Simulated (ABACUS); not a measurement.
# GaN (P6_3mc) in ABACUS: single point with PBE

Aim: the single point of GaN with PBE.

Program: ABACUS 3.10.1. These are calculated values, not measurements. Logs are shortened: lines on timing, memory, paths and dates and some standing lists are left out, and cuts for length are marked.

**What was measured.**

“Studying electronic properties in GaN without electrical contacts using γ-γ vs e−-γ Perturbed Angular Correlations”, 2019, pmc:6823545 quotes, for a bulk crystal of GaN: band gap 3.503 ± 0.005 eV (direct).

The runs below are set against these values where they give the same quantity.

**1. Starting point**

It takes space group P6_3mc (No. 186, hexagonal). The conventional cell has a = 3.180 Å, b = 3.180 Å, c = 5.166 Å, α = 90.00°, β = 90.00°, γ = 120.00°. Ga (site symmetry 3m) has 4 N at 1.94 to 1.95 Å as nearest neighbours. N (site symmetry 3m) has 4 Ga at 1.94 to 1.95 Å as nearest neighbours.

**2. Single point, PBE**

The input, INPUT:

```
INPUT_PARAMETERS
suffix              GaN
calculation         scf
basis_type          lcao
pseudo_dir          ./
orbital_dir         ./
latname             hexagonal
symmetry            1
dft_functional      pbe
ecutwfc             100
pseudo_rcut         10
nspin               1
nbands              28
ks_solver           genelpa
smearing_method     fd
smearing_sigma      0.00367493
scf_thr             1e-07
scf_nmax            100
mixing_type         broyden
mixing_beta         0.7
cal_force           1
cal_stress          1
out_mul             1
out_chg             1
out_pot             2
out_elf             1
```

The input, STRU:

```
ATOMIC_SPECIES
Ga 69.7230 Ga.upf
N 14.0070 N.upf

NUMERICAL_ORBITAL
Ga_confined-atom_8au_2s2p2d.orb
N_confined-atom_6au_2s2p1d.orb

LATTICE_CONSTANT
6.0093290763

LATTICE_PARAMETERS
1.6245283019

ATOMIC_POSITIONS
Direct

Ga
0.0
2
0.6666666667 0.3333333333 0.5000000000 1 1 1
0.3333333333 0.6666666667 0.0000000000 1 1 1

N
0.0
2
0.6666666667 0.3333333333 0.8750000000 1 1 1
0.3333333333 0.6666666667 0.3750000000 1 1 1
```

The input, KPT:

```
K_POINTS
0
Gamma
9 9 5 0 0 0
```

Potentials or basis: Ansatz NC PBE, DZP LCAO (the cutoffs set its grid).

Launch:

```bash
$ OMP_NUM_THREADS=1 mpirun -np 4 abacus > log
```

running log:

```text
[... set-up lines left out ...]
 LCAO ALGORITHM --------------- ION=   1  ELEC=   1--------------------------------

 Density error is 0.119166825405
----------------------------------------------------------
     Energy           Rydberg                 eV
----------------------------------------------------------
 E_KohnSham     -348.8177868052      -4745.9094642999
 E_Harris       -349.1361039813      -4750.2403916662
 E_Fermi        0.8094548694         11.0131984981
----------------------------------------------------------

 LCAO ALGORITHM --------------- ION=   1  ELEC=   2--------------------------------

 Density error is 0.0807760877799
----------------------------------------------------------
     Energy           Rydberg                 eV
----------------------------------------------------------
 E_KohnSham     -349.1547294848      -4750.4938046417
 E_Harris       -349.8066256066      -4759.3633064030
 E_Fermi        0.9905782764         13.4775088745
----------------------------------------------------------

 LCAO ALGORITHM --------------- ION=   1  ELEC=   3--------------------------------

 Density error is 0.0145236397249
----------------------------------------------------------
     Energy           Rydberg                 eV
----------------------------------------------------------
 E_KohnSham     -349.2561037008      -4751.8730716101
 E_Harris       -349.2329924733      -4751.5586272281
 E_Fermi        0.8854589324         12.0472868254
----------------------------------------------------------
[... 47 lines left out ...]
 Density error is 5.06525994485e-07
----------------------------------------------------------
     Energy           Rydberg                 eV
----------------------------------------------------------
 E_KohnSham     -349.2570557960      -4751.8860255301
 E_Harris       -349.2570532376      -4751.8859907212
 E_Fermi        0.8855120391         12.0480093794
----------------------------------------------------------

 LCAO ALGORITHM --------------- ION=   1  ELEC=   9--------------------------------

 Density error is 1.00964301288e-07
----------------------------------------------------------
     Energy           Rydberg                 eV
----------------------------------------------------------
 E_KohnSham     -349.2570557960      -4751.8860255301
 E_Harris       -349.2570527126      -4751.8859835771
 E_Fermi        0.8855119015         12.0480075068
----------------------------------------------------------

 LCAO ALGORITHM --------------- ION=   1  ELEC=  10--------------------------------

 Density error is 8.36393974971e-09
----------------------------------------------------------
     Energy           Rydberg                 eV
----------------------------------------------------------
 E_KohnSham     -349.2570557960      -4751.8860255301
 E_KS(sigma->0) -349.2570557960      -4751.8860255301
 E_Harris       -349.2570558904      -4751.8860268135
 E_band         1.8397587350         25.0312017418
 E_one_elec     -104.0316778761      -1415.4235916148
 E_Hartree      87.0179556956        1183.9400257724
 E_xc           -98.2363852494       -1336.5745903149
 E_Ewald        -234.0069483662      -3183.8278693728
 E_entropy(-TS) -0.0000000000        -0.0000000000
 E_descf        0.0000000000         0.0000000000
 E_exx          0.0000000000         0.0000000000
 E_Fermi        0.8855119382         12.0480080067
----------------------------------------------------------

 charge density convergence is achieved
 final etot is -4751.8860255 eV
 EFERMI = 12.048008007 eV
The vacuum level is 11.685872086 eV

 STATE ENERGY(eV) AND OCCUPATIONS    NSPIN == 1
 1/36 kpoint (Cartesian) = 0.0000 0.0000 0.0000 (1297 pws)
       1       -5.20591     0.00493827
       2       -4.38925     0.00493827
       3       -2.89858     0.00493827
       4       -2.87830     0.00493827
       5       -2.87830     0.00493827
       6       -2.81648     0.00493827
[... 20 lines left out ...]
      27        26.6135        0.00000
      28        26.6135        0.00000

 2/36 kpoint (Cartesian) = -0.11111 0.064150 0.0000 (1301 pws)
       1       -5.14886      0.0296296
       2       -4.36989      0.0296296
       3       -2.88316      0.0296296
       4       -2.86147      0.0296296
       5       -2.83855      0.0296296
       6       -2.80146      0.0296296
[... 113 lines left out ...]
 6/36 kpoint (Cartesian) = -0.11111 0.19245 0.0000 (1293 pws)
       1       -4.95550      0.0296296
       2       -4.33520      0.0296296
       3       -2.85333      0.0296296
       4       -2.83987      0.0296296
       5       -2.77962      0.0296296
       6       -2.77570      0.0296296
[... 20 lines left out ...]
      27        24.6506        0.00000
      28        25.1686        0.00000

[... levels at 30 further k points ...]

 correction force for each atom along direction 1 is -0.00176459
 correction force for each atom along direction 2 is 0.00176375
 correction force for each atom along direction 3 is -6.29080e-07
------------------------------------------------------------------------------------------
 TOTAL-FORCE (eV/Angstrom)
------------------------------------------------------------------------------------------
                       Ga1         0.0000000000         0.0000000000        -0.1256303213
                       Ga2         0.0000000000         0.0000000000        -0.1256303213
                        N1         0.0000000000         0.0000000000         0.1256303213
                        N2         0.0000000000         0.0000000000         0.1256303213
------------------------------------------------------------------------------------------

----------------------------------------------------------------
 TOTAL-STRESS (KBAR)
----------------------------------------------------------------
        88.7902643382        -0.0000000000         0.0000000000
         0.0000000000        88.7902643382         0.0000000000
         0.0000000000         0.0000000000       112.1951613759
----------------------------------------------------------------
 TOTAL-PRESSURE: 96.591897 KBAR

 --------------------------------------------
 !FINAL_ETOT_IS -4751.8860255301115103 eV
 --------------------------------------------
```

stdout:

```text
[... set-up lines left out ...]
 Self-consistent calculations for electrons
 ---------------------------------------------------------
 SPIN    KPOINTS         PROCESSORS  THREADS     NBASE
 1       36              4           4           62
 ---------------------------------------------------------
[... 24 lines left out ...]
 TOTAL-STRESS (KBAR)
----------------------------------------------------------------
        88.7902643382        -0.0000000000         0.0000000000
         0.0000000000        88.7902643382         0.0000000000
         0.0000000000         0.0000000000       112.1951613759
----------------------------------------------------------------
 TOTAL-PRESSURE: 96.591897 KBAR
```

mulliken.txt:

```text
 0
CALCULATE THE MULLIkEN ANALYSIS FOR EACH ATOM
 Total charge:	36
Decomposed Mulliken populations
0                             Zeta of Ga              Spin 1
s                                      0              1.2151
s                                      1             -0.0406
SUM OVER M+Zeta                                       1.1745

pz                                     0              0.1616
px                                     0              0.1926
py                                     0              0.1226
SUM OVER M                                            0.4768
pz                                     1              0.0189
px                                     1              0.0001
py                                     1              0.0433
SUM OVER M                                            0.0624
SUM OVER M+Zeta                                       0.5391
[... 97 lines left out ...]
dz^2                                   0              0.0096
dxz                                    0              0.0106
dyz                                    0              0.0092
dx^2-y^2                               0              0.0090
dxy                                    0              0.0102
SUM OVER M                                            0.0487
SUM OVER M+Zeta                                       0.0487

SUM OVER M+Zeta+L                                     5.7538

Total Charge on atom:                  N              5.7538
```

Run time: 14 s. Hardware: 4 MPI ranks of Intel Xeon Platinum 8259CL at 2.50GHz (Skylake/Cascade Lake), shared host; peak memory 0.44 GiB.

Results:

* Free energy: -4751.8860 eV
* Pressure: 9.7 GPa
* Largest force: 0.126 eV/Å
* Band gap on the k mesh: 2.36 eV, direct
* Mulliken charges: Ga +0.76, +0.74; N -0.74, -0.75 e

Forces on the atoms (eV/Å):
```
Ga   0.000  0.000 -0.126
Ga   0.000  0.000 -0.126
N    0.000  0.000  0.126
N    0.000  0.000  0.126
```

Stress tensor (GPa, compression positive):
```
 8.88  0.00  0.00
 0.00  8.88  0.00
 0.00  0.00 11.22
```

Levels at points of the mesh, in eV from the valence-band top:
```
           k point  band 14  band 15  band 16  band 17  band 18  band 19  band 20  band 21  band 22  band 23
(0.00, 0.00, 0.00)    -1.07    -1.07    -0.01     0.00     0.00     2.36     4.58     9.63     9.86     9.86
```

Caveat: the atomic orbitals were generated for these runs and aren't a published set; Mulliken charges move with the basis; the basis of atomic orbitals isn't converged, which shifts pressures, moduli and gaps.

**3. Comparison with measurements**

Step 2. A measured gap of GaN is 3.503 eV (direct; quoted in “Studying electronic properties in GaN without electrical contacts using γ-γ vs e−-γ Perturbed Angular Correlations”, 2019, pmc:6823545); the calculated 2.36 eV misses it by -1.14 eV. Spin-orbit coupling on Ga is left out. The value is that of PBE in an atomic basis (Ansatz NC PBE, DZP LCAO (the cutoffs set its grid)), whose error adds to the functional's,, without temperature or zero-point motion. Semilocal functionals fall short of measured gaps as a rule.
